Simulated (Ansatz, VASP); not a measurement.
## Ag in VASP and in Ansatz

File INCAR:

```
SYSTEM = Ag
ALGO     = Normal         ! electronic algorithm
EDIFF    = 1E-6           ! SCF threshold, eV
ENCUT    = 520            ! plane-wave cutoff, eV
GGA      = CA             ! functional
ISIF     = 2              ! what is computed and relaxed
ISMEAR   = -1             ! smearing method
LASPH    = .TRUE.         ! aspherical terms in the spheres
LCHARG   = .TRUE.         ! write CHGCAR
LELF     = .TRUE.         ! ELF
LREAL    = .FALSE.        ! projectors in reciprocal space
LVHAR    = .TRUE.       
LWAVE    = .FALSE.        ! write WAVECAR
NBANDS   = 18             ! bands
NELM     = 80             ! most SCF steps
PREC     = Accurate       ! precision mode
SIGMA    = 0.05           ! smearing width, eV
```

KPOINTS

```
k-points
0
G
  13 13 13
  0 0 0
```

The input POSCAR:

```
Ag
1.0
    0.0000000000      2.8628095849      2.8628095849
    2.8628095849      0.0000000000      2.8628095849
    2.8628095849      2.8628095849      0.0000000000
Ag
2
Direct
   -0.1250000000     -0.1250000000     -0.1250000000
    0.1250000000      0.1250000000      0.1250000000
```

Input for Ansatz:

```yaml
crystal:
  lattice:
    - [0.0, 2.8628095849, 2.8628095849]
    - [2.8628095849, 0.0, 2.8628095849]
    - [2.8628095849, 2.8628095849, 0.0]
  atoms:
    - { symbol: Ag, position: [-0.125, -0.125, -0.125] }
    - { symbol: Ag, position: [0.125, 0.125, 0.125] }
kpoints:
  mp_grid: { grid: [13, 13, 13] }
scf:
  occupations: { method: fermi_dirac, width: 0.05 }
hamiltonian:
  xc: lda
  pseudopotentials: { kind: all_electron, lapw: { basis_error: 0.001 } }
output:
  forces: true
  stress: true
  eigenvalues: true
  populations: true
```

Change from the starting cell: volume scaled by 0.9, LAPW.

Alike in both runs: task single point; functional LDA; k mesh 13 × 13 × 13; occupations fermi-dirac, width 0.05 eV; no spin polarisation.

```csv
,VASP,Ansatz
version,VASP 6.6.1,Ansatz 0.2.0
potentials or method,"VASP PAW LDA potentials, release 64 (Ag)","all-electron LAPW, scalar-relativistic"
plane-wave cutoff (eV),520,see its input
```

Ansatz gave:

```
pressure (GPa) : 7.4
```

Which values does VASP return?

Pressure (GPa): 7.3.

Ansatz ran all-electron here, so the differences hold the error of VASP's frozen core and of both bases.
